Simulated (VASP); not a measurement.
Wanted: the native input for a VASP 6.6.1 run.

```yaml
Task: single point
Functional: PBE
Potentials_or_basis: VASP PAW PBE potentials, release 64 (Cr_pv)
Cutoff: 520 eV
k_mesh: 16 × 16 × 1
Occupations: methfessel-paxton, width 0.1 eV
Spin: no spin polarisation
Dipole_correction: yes
Further_INCAR_settings: ALGO = Normal; EDIFF = 1e-06
```

The structure of Cr lies in POSCAR:

```
Cr
1.0
    2.4648693800      0.0000000000      0.0000000000
   -0.8216231300      2.3239011400      0.0000000000
    0.0000000000      0.0000000000     27.0753445300
Cr
7
Direct
    0.5000000000      0.5000000000      0.2770047900
    0.0000000000      0.0000000000      0.3513365200
    0.5000000000      0.5000000000      0.4256682600
    0.0000000000      0.0000000000      0.5000000000
    0.5000000000      0.5000000000      0.5743317400
    0.0000000000      0.0000000000      0.6486634800
    0.5000000000      0.5000000000      0.7229952100
```

The slab is cut from a database's or a generator's crystal, which needn't be the stable form of the element.

One way to write it, as run:

INCAR

```
PREC = Accurate
ENCUT = 520
EDIFF = 1E-6
ISMEAR = 1
SIGMA = 0.1
LREAL = False
LASPH = True
NELM = 80
ALGO = Normal
ISIF = 2
LWAVE = False
LCHARG = False
LDIPOL = True
IDIPOL = 3
DIPOL = 0.5 0.5 0.500
GGA = PE
LVHAR = True
LVACPOTAV = True
ICORELEVEL = 1
KPAR = 4
```

KPOINTS

```
regular mesh
0
Gamma
  16 16 1
```

Potentials or basis: VASP PAW PBE potentials, release 64 (Cr_pv).

The run is started by

```bash
$ cat potpaw_PBE.64/Cr_pv/POTCAR > POTCAR
$ mpirun -np 4 vasp_std > vasp.out
```

Results of the run:

The largest force is 0.460 eV/Å and the band gap on the k mesh is none (metal or under the smearing width). The work function of the upper face is 4.89 eV. The work function of the lower face is 4.89 eV.

Caveat: the run has no spin polarisation, though such a crystal can be magnetic.

It took 2.6 min on 4 MPI ranks on Intel(R) Xeon(R) 6975P-C (Granite Rapids), on a shared host, peak memory 0.5 GiB a rank.
